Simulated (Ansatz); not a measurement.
# NaCl: a sublattice moved along a line

All numbers below come from DFT PBE, scalar-relativistic, plane waves, PAW (Ansatz 0.2.0). Cutoff 420 eV, Γ-centred 8×8×8 k-points, Gaussian smearing of 0.05 eV. No spin polarisation. Energies are free energies at this smearing, counted from the undisturbed cell; pressure is positive in compression.

Reference structure (as given, not relaxed at this level; it stands at 0.4 GPa):

```
Na Cl
1.0
     0.00000    2.83175    2.83175
     2.83175    0.00000    2.83175
     2.83175    2.83175    0.00000
Na Cl
1 1
Direct
  0.00000 0.00000 0.00000
  0.50000 0.50000 0.50000
```

Every Cl atom is moved by x along the Cartesian unit vector (0.707, -0.707, 0.000); the cell and all other atoms stay fixed.

```csv
x (Å),ΔE (meV/cell)
-0.3000,60.6
-0.1500,14.6
0.0000,0.0
0.0375,0.9
0.0750,3.6
0.1125,8.2
0.1875,23.0
0.2250,33.4
0.2625,45.9
```

**Question.** Predict the force along x on the moved atoms (eV/Å) at each point.

**Answer.**
| x (Å) | force along x on the moved atoms (eV/Å) |
| --- | --- |
| -0.3000 | 0.42 |
| -0.1500 | 0.20 |
| 0.0000 | 0.00 |
| 0.0375 | -0.05 |
| 0.0750 | -0.10 |
| 0.1125 | -0.15 |
| 0.1875 | -0.25 |
| 0.2250 | -0.30 |
| 0.2625 | -0.36 |